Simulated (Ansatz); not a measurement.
Results of PBE0 in Ansatz (plane waves, PAW) for zinc-blende AlSb.

Numerical settings: plane-wave cutoff 460 eV, 8×8×8 k mesh, Fermi–Dirac smearing 0.01 eV, scalar-relativistic PAW data made under PBE.

Response to compression and expansion:

| V (Å³/atom) | P (GPa) | direct gap at Γ (eV) | smallest gap on the k mesh (eV) |
|---|---|---|---|
| 27.828 | 3.27 | 3.344 | 2.313 |
| 28.560 | 1.53 | 3.107 | 2.361 |
| 29.323 | -0.05 | 2.870 | 2.407 |
| 30.025 | -1.33 | 2.659 | 2.446 |
| 30.757 | -2.50 | 2.447 | 2.395 |

The fundamental gap (2.38 eV at the equilibrium volume, with added k points) lies elsewhere than Γ–Γ.

Measured, for comparison: band gap 1.73 eV (zero-point renormalisation of 35 meV (experimental, the table's column) added back here, indirect; inputs from Miglio et al. (2020), arXiv:2011.12765).

Spin–orbit coupling is not included; with these elements it can move the gap by several tenths of an eV or more.

Ansatz is a program for electronic structure.
